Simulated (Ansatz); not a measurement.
# A series in volume per atom on Zn

Results calculated with Ansatz 0.2.0, not measured. Periodic Kohn-Sham DFT of a crystal at fixed atoms; pressure and stress are positive in compression; the energy is the free energy less that of spherical unpolarised free atoms; site moments are those in the method's own spheres, positive along +z.

Cell of the first row (space group P6_3/mmc, No. 194):
```
CELL_PARAMETERS angstrom
2.61040 0.00000 0.00000
-1.30520 2.26070 0.00000
0.00000 0.00000 4.84570
ATOMIC_POSITIONS crystal
Zn 0.33333 0.66667 0.25000
Zn 0.66667 0.33333 0.75000
```

Settings of every row: method frozen-core PAW; functional PBEsol; relativity scalar; k mesh 16x16x8; filling fermi-dirac; smearing width 0.03 eV; wave cutoff 420 eV; paw set soft_2.

Atom start moment: 0 on all atoms.

Limits: PAW files made with PBE.

| row | volume per atom (Å³) | pressure (GPa) |
| --- | --- | --- |
| 1 | 14.298 | ? |
| 2 | 14.602 | -2.577 |
| 3 | 14.906 | -4.144 |
| 4 | 15.058 | -4.848 |
| 5 | 15.211 | -5.503 |
| 6 | 15.363 | -6.111 |
| 7 | 15.515 | -6.675 |
| 8 | 15.819 | -7.682 |
| 9 | 16.123 | -8.547 |

Question: what pressure should row 1 give?

Worked fit of pressure. Take u = (V_r/V)^(2/3) − 1 with V_r = 15.287 Å³ an atom, which is twice the finite (Eulerian) strain; such expansions in the strain, on which the Birch-Murnaghan equation of state is built, carry the rest volume and the bulk modulus. The shown rows have u = 0.03103, 0.01697, 0.01011, 0.00333, -0.0033, -0.00982, -0.02255, -0.03487. Least squares give pressure = −5.8133 + 91.509 × u + 395.1 × u² + 546 × u³ GPa; a parabola predicts inner rows, each left out in turn, worse (root mean square 0.005 against 0.00092 GPa). The rows lie off it by 0.000, 0.000, -0.001, 0.001, 0.000, -0.001, 0.000, 0.000. The withheld row has u = 0.0456, so the fit gives −5.8133 + 91.509 × (0.0456) + 395.1 × (0.0456)² + 546 × (0.0456)³ = -0.767 GPa.

The calculation gave -0.784 GPa. The fit lies 0.017 GPa (2.2 % of the value, 0.22 % of the column's range) above it; its largest miss of a shown row is 0.001 GPa. This row lies beyond the range of the fit.
